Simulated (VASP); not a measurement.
Output of a VASP run:

OUTCAR:
```
 ion  position               nearest neighbor table
   1  0.000  0.000  0.000-   3 2.22   3 2.22   3 2.22   2 2.22   3 2.22   2 2.22   2 2.22   2 2.22
  LATTYP: Found a face centered cubic cell.
 ALAT       =     5.1184091678
 Subroutine PRICEL returns:
 Original cell was already a primitive cell.
 Subroutine GETGRP returns: Found 48 space group operations
The static configuration has the point symmetry O_h .
The dynamic configuration has the point symmetry O_h .
 Subroutine INISYM returns: Found 48 space group operations
 Subroutine IBZKPT returns following result:
 Found     47 irreducible k-points:

 Following reciprocal coordinates:
            Coordinates               Weight
  0.000000  0.000000  0.000000      1.000000
  0.100000  0.000000  0.000000      8.000000
  0.200000  0.000000  0.000000      8.000000
  0.300000  0.000000  0.000000      8.000000
  0.400000  0.000000  0.000000      8.000000
  0.500000  0.000000  0.000000      4.000000
  0.100000  0.100000  0.000000      6.000000
  0.200000  0.100000  0.000000     24.000000
  0.300000  0.100000  0.000000     24.000000
  0.400000  0.100000  0.000000     24.000000
  0.500000  0.100000  0.000000     24.000000
 -0.400000  0.100000  0.000000     24.000000
 -0.300000  0.100000  0.000000     24.000000
 -0.200000  0.100000  0.000000     24.000000
 -0.100000  0.100000  0.000000     12.000000
  0.200000  0.200000  0.000000      6.000000
  0.300000  0.200000  0.000000     24.000000
  0.400000  0.200000  0.000000     24.000000
  0.500000  0.200000  0.000000     24.000000
 -0.400000  0.200000  0.000000     24.000000
 -0.300000  0.200000  0.000000     24.000000
 -0.200000  0.200000  0.000000     12.000000
  0.300000  0.300000  0.000000      6.000000
  0.400000  0.300000  0.000000     24.000000
  0.500000  0.300000  0.000000     24.000000
 -0.400000  0.300000  0.000000     24.000000
 -0.300000  0.300000  0.000000     12.000000
  0.400000  0.400000  0.000000      6.000000
  0.500000  0.400000  0.000000     24.000000
 -0.400000  0.400000  0.000000     12.000000
  0.500000  0.500000  0.000000      3.000000
  0.300000  0.200000  0.100000     24.000000
  0.400000  0.200000  0.100000     48.000000
  0.500000  0.200000  0.100000     48.000000
 -0.400000  0.200000  0.100000     24.000000
  0.400000  0.300000  0.100000     24.000000
  0.500000  0.300000  0.100000     48.000000
 -0.400000  0.300000  0.100000     48.000000
 -0.300000  0.300000  0.100000     48.000000
 -0.200000  0.300000  0.100000     24.000000
   k-points           NKPTS =     47   k-points in BZ     NKDIM =     47   number of bands    NBANDS=     16
   number of dos      NEDOS =    301   number of ions     NIONS =      3
   total plane-waves  NPLWV =   8000
   dimension x,y,z NGX =    20 NGY =   20 NGZ =   20
   dimension x,y,z NGXF=    40 NGYF=   40 NGZF=   40
   ions per type =               1   2
   PREC   = normal    normal or accurate (medium, high low for compatibility)
   ISTART =      0    job   : 0-new  1-cont  2-samecut
   ICHARG =      2    charge: 1-file 2-atom 10-const
   ISPIN  =      1    spin polarized calculation?
   LNONCOLLINEAR =      F non collinear calculations
   LSORBIT =      F    spin-orbit coupling
   INIWAV =      1    electr: 0-lowe 1-rand  2-diag
   ENCUT  =  450.0 eV  33.07 Ry    5.75 a.u.   6.26  6.26  6.26*2*pi/ulx,y,z
   NELM   =    100;   NELMIN=  4; NELMDL= -5     # of ELM steps
   EDIFF  = 0.1E-04   stopping-criterion for ELM
   LREAL  =      F    real-space projection
   NLSPLINE    = F    spline interpolate recip. space projectors
   LMAXMIX     =    4 max onsite mixed and CHGCAR
   VOSKOWN=      0    Vosko Wilk Nusair interpolation
   EDIFFG = -.3E-01   stopping-criterion for IOM
   NSW    =     20    number of steps for IOM
   NBLOCK =      1;   KBLOCK =     20    inner block; outer block
   IBRION =      2    ionic relax: 0-MD 1-quasi-New 2-CG
   NFREE  =      1    steps in history (QN), initial steepest desc. (CG)
...
```

### OSZICAR
```
       N       E                     dE             d eps       ncg     rms          rms(c)
DAV:   1     0.178312432643E+03    0.17831E+03   -0.13551E+04  1504   0.138E+03
DAV:   2    -0.280647693902E+02   -0.20638E+03   -0.20194E+03  1936   0.370E+02
DAV:   3    -0.347443255625E+02   -0.66796E+01   -0.66735E+01  2184   0.689E+01
DAV:   4    -0.349428043815E+02   -0.19848E+00   -0.19844E+00  2080   0.899E+00
DAV:   5    -0.349468431388E+02   -0.40388E-02   -0.40387E-02  2080   0.965E-01    0.240E+01
RMM:   6    -0.283879041252E+02    0.65589E+01   -0.24996E+01  1525   0.318E+01    0.105E+01
RMM:   7    -0.285652827863E+02   -0.17738E+00   -0.36325E+00  1822   0.974E+00    0.503E+00
RMM:   8    -0.285552264374E+02    0.10056E-01   -0.67213E-01  1757   0.603E+00    0.139E+00
RMM:   9    -0.285661758983E+02   -0.10949E-01   -0.41866E-01  1848   0.334E+00    0.888E-01
RMM:  10    -0.285763400495E+02   -0.10164E-01   -0.13928E-01  1926   0.190E+00    0.440E-01
RMM:  11    -0.285767976622E+02   -0.45761E-03   -0.43178E-02  1927   0.113E+00    0.287E-01
RMM:  12    -0.285773171259E+02   -0.51946E-03   -0.14580E-02  1985   0.781E-01    0.868E-02
RMM:  13    -0.285779622296E+02   -0.64510E-03   -0.65946E-03  1981   0.403E-01    0.108E-01
RMM:  14    -0.285781728623E+02   -0.21063E-03   -0.21104E-03  1882   0.198E-01    0.122E-01
RMM:  15    -0.285782305422E+02   -0.57680E-04   -0.90007E-04  1893   0.135E-01    0.120E-01
RMM:  16    -0.285782381185E+02   -0.75763E-05   -0.26035E-04  1726   0.885E-02    0.105E-01
RMM:  17    -0.285782395467E+02   -0.14282E-05   -0.11696E-04  1632   0.648E-02    0.909E-02
RMM:  18    -0.285782436458E+02   -0.40991E-05   -0.44481E-05  1332   0.412E-02
   1 F= -.28578244E+02 E0= -.28578244E+02  d E =-.285782E+02
```

File OUTCAR:
```
------------------------ aborting loop because EDIFF is reached ----------------------------------------
  FORCE on cell =-STRESS in cart. coord.  units (eV):
  Direction    XX          YY          ZZ          XY          YZ          ZX
  --------------------------------------------------------------------------------------
  Total       -0.2940999     -0.2940999     -0.2940999      0.0000000      0.0000000      0.0000000
  in kB      -14.0559557    -14.0559557    -14.0559557      0.0000000      0.0000000      0.0000000
  external PRESSURE =     -14.0559557 kB  Pullay stress =       0.0000000 kB
  volume of cell :       33.52
      direct lattice vectors                 reciprocal lattice vectors
     0.000000000  2.559204584  2.559204584    -0.195373204  0.195373204  0.195373204
     2.559204584  0.000000000  2.559204584     0.195373204 -0.195373204  0.195373204
     2.559204584  2.559204584  0.000000000     0.195373204  0.195373204 -0.195373204
 POSITION                                       TOTAL-FORCE (eV/Angst)
 -----------------------------------------------------------------------------------
      0.00000      0.00000      0.00000        -0.000000     -0.000000     -0.000000
      1.27960      1.27960      1.27960         0.000000      0.000000      0.000000
      3.83881      3.83881      3.83881        -0.000000     -0.000000     -0.000000
 -----------------------------------------------------------------------------------
    total drift:                                0.000000     -0.000000      0.000000
  FREE ENERGIE OF THE ION-ELECTRON SYSTEM (eV)
  ---------------------------------------------------
  free  energy   TOTEN  =       -28.5782436458 eV

  energy  without entropy=      -28.5782436458  energy(sigma->0) =      -28.57824365

 reached required accuracy - stopping structural energy minimisation
```
(Selected blocks of OUTCAR.)

File POSCAR:
```
ZrO2
1
    0.0000000000     2.5592045839     2.5592045839
    2.5592045839     0.0000000000     2.5592045839
    2.5592045839     2.5592045839     0.0000000000
Zr O
1 2
Direct
  0.0000000000   0.0000000000   0.0000000000
  0.2500000000   0.2500000000   0.2500000000
  0.7500000000   0.7500000000   0.7500000000
```

Question: Write an INCAR and KPOINTS that could have produced this output.

Answer: This is not unique; one that fits is the input of the run itself, PBE GGA, plane waves, VASP's PBE PAW potentials (set 64).

**KPOINTS**
```
Automatic mesh
0
Gamma
10 10 10
0 0 0
```

**INCAR**
```
# general
SYSTEM   =  ZrO2
PREC     =  Normal
ENCUT    =  450
LREAL    =  .FALSE.
LASPH    =  .TRUE.

# electronic loop
EDIFF    =  1E-5
NELM     =  100
NELMIN   =  4
ALGO     =  Fast
LMAXMIX  =  4

# smearing
ISMEAR   =  0
SIGMA    =  0.05

# functional
GGA      =  PE

# ions
IBRION   =  2
NSW      =  20
ISIF     =  2
EDIFFG   =  -0.03

# output
LWAVE    =  .FALSE.
LCHARG   =  .FALSE.
```

POTCAR, in this order: Zr_sv O (PBE.64 set). Program: vasp_std.

At this cut-off the stress carries a Pulay error, which pulls relaxed volumes low.

The compound is ZrO2 in the fluorite structure, the high-temperature cubic form, which is unstable at 0 K; the monoclinic form is the stable one. It was relaxed first.
